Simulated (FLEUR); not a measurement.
## Fe: equation of state with SCAN

Crystal: Fe.

```
Fe
1.0
     0.00000    1.94174    1.96511
     1.49844    0.00000    1.96511
     1.49844    1.94174    0.00000
Fe
1
Cartesian
  0.0000 0.0000 0.0000
```

| Quantity | Value |
| --- | --- |
| Program | FLEUR MaX-R8.1 (later development tree) |
| Task | equation of state |
| Functional | SCAN |
| Potentials or basis | all-electron |
| Basis | FLAPW |
| Kmax | 4.67 1/bohr |
| k mesh | 13 × 13 × 13 |
| Occupations | fermi-dirac, width 0.05 eV |
| Spin | collinear spin, program default start |

The equilibrium volume is 11.65 Å³/atom (rough: see the caveat) and the bulk modulus at fixed shape and positions is 198 GPa (rough).

Energy against volume, from the lowest point:
```
volume (Å³/atom)  energy (meV/atom)
          10.749              35.77
          10.978              20.52
          11.435               0.00
          11.893               1.93
          12.121              10.22
```

Caveat: the fit is doubtful: noisy points or a state that changes with volume; the meta-GGA is that of a development version, with a GGA for the radial functions and cores and without core tails; the cell was scaled at fixed shape and fractional positions, which overstates the stiffness of a crystal with free parameters, most of all of layers and chains.
